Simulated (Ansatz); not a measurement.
Calculated with Ansatz (gas phase, PBE0-D4/def2-TZVP geometries, no zero-point term in ΔE). CBS: MP2 limit from def2 TZ/QZ plus the TZ coupled-cluster correction, frozen cores. Functionals use def2-TZVPP. For Ge outer-core shells are correlated without core-valence functions, which leaves a few kJ/mol of doubt a bond. Scalar relativity is left out up to krypton. One conformer a species, not always the lowest.

Consider the formal exchange of groups at a Ge–C bond: `C=N[C](=C)[GeH3]` + `CC(=O)O` → `O=[C](O)[GeH3]` + `C=NC(=C)C`.

```json
{"level": "r2SCAN", "ΔE (eV)": "0.19"}
{"level": "HF/def2-TZVPP", "ΔE (eV)": "0.24"}
{"level": "HF/def2-QZVPP", "ΔE (eV)": "0.23"}
{"level": "HF/CBS(def2)", "ΔE (eV)": "0.23"}
```

(1) What does CCSD(T)/CBS give? (Estimate.)

Largest T1 diagnostic among the species: 0.015.

Results:

(1) Computed: +0.24 eV. The listed levels differ from it by -0.05, 0.00, -0.01, -0.01 eV.

From PBE to PBE0 (25 % exact exchange), in def2-TZVPP and without D4, ΔE moves by +0.05 eV.

CCSD(T)/CBS has its own doubt, a few kJ/mol and more with outer-core shells, so smaller differences from it don't rank the levels.
